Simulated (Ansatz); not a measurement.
**Se: pressure against volume, fitted**

```yaml
crystal:
  lattice:
    - [5.68100, 3.27993, 1.47633]
    - [-5.68100, 3.27993, 1.47633]
    - [0.00000, -6.55985, 1.47633]
  atoms:
    - { symbol: Se, position: [0.28066, 0.16251, 0.91818] }
    - { symbol: Se, position: [0.91818, 0.28066, 0.16251] }
    - { symbol: Se, position: [0.16251, 0.91818, 0.28066] }
    - { symbol: Se, position: [0.71934, 0.83749, 0.08182] }
    - { symbol: Se, position: [0.08182, 0.71934, 0.83749] }
    - { symbol: Se, position: [0.83749, 0.08182, 0.71934] }
```

Atom numbers follow the list: Se1, Se2, Se3, Se4, Se5, Se6.

The cell is COD entry 9013138, as deposited and not checked against the literature; nothing was relaxed.

Method: DFT, PBEsol, all-electron LAPW, scalar-relativistic in Ansatz 0.2.0.

Sampling and basis: a Γ-centred 6×6×6 k mesh, Fermi–Dirac smearing of 0.01 eV, basis error target 1 meV/atom, no spin polarisation.

The cell is scaled evenly. Fractional coordinates are held (clamped ions).

| V (Å³/atom) | P (GPa) |
| --- | --- |
| 25.858 | 3.95 |
| 26.959 | 1.24 |
| 27.234 | 0.66 |
| 27.509 | 0.10 |
| 27.784 | -0.43 |
| 28.059 | -0.93 |
| 28.609 | -1.85 |
| 29.159 | -2.68 |

Task: Fit a third-order Birch–Murnaghan curve to the pressures.

Result: P = (3B0/2)(y^(7/2) − y^(5/2))[1 + (3/4)(B0′ − 4)(y − 1)] with y = (V0/V)^(2/3) fits within 0.01 GPa for V0 = 27.559 Å³/atom, B0 = 53.8 GPa and B0′ = 4.44.

Task: Predict the pressure at the withheld volume, 26.408 Å³/atom.

Result: There y = 1.0288, so the fit gives 2.52 GPa; the run gave 2.52 GPa.
